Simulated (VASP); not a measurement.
The system is Pd.

```xyz
2
Lattice="2.7497 0.0000 0.0000 -1.3748 2.3813 0.0000 0.0000 0.0000 4.4902" Properties=species:S:1:pos:R:3 pbc="T T T"
Pd    0.0000    1.5875    1.1225
Pd    1.3748    0.7938    3.3676
```

This isn't the form of Pd at room conditions, which is fcc.

* Program: VASP 6.6.1
* Task: relaxation of cell and atoms
* Functional: PBEsol
* Potentials or basis: VASP PAW PBE potentials, release 64 (Pd)
* Cutoff: 300 eV
* k mesh: 18 × 18 × 10
* Occupations: gaussian, width 0.1 eV
* Spin: no spin polarisation

At the start: pressure -1.5 GPa; volume 14.70 Å³/atom.

How do energy, volume and symmetry change on relaxing?

Over 7 steps the energy falls by 4.2 meV/atom and the volume is 14.58 Å³/atom (-0.8 %); space group P6_3/mmc (No. 194, to 0.05 Å).

The path:
```tsv
step	energy change (eV)	largest force (eV/Å)	pressure (GPa)	volume (Å³)
1	0.0000	0.0000	-1.51	29.40
2	-0.0046	0.0000	2.42	28.81
3	-0.0052	0.0000	1.38	28.96
4	-0.0083	0.0000	0.12	29.14
5	-0.0084	0.0000	0.27	29.12
6	-0.0084	0.0000	-0.31	29.20
7	-0.0084	0.0000	0.01	29.16
```

Final structure:
```
Pd
1.0
     2.71587    0.00000    0.00000
    -1.35793    2.35201    0.00000
     0.00000    0.00000    4.56427
Pd
2
Direct
  0.33333 0.66667 0.25000
  0.66667 0.33333 0.75000
```

Caveat: the cutoff is under 1.25 times the usual one of these potentials, so pressure, stress and relaxed cells hold a basis-set (Pulay) error; the PAW data sets were made with another functional, which shifts forces and pressure a little.
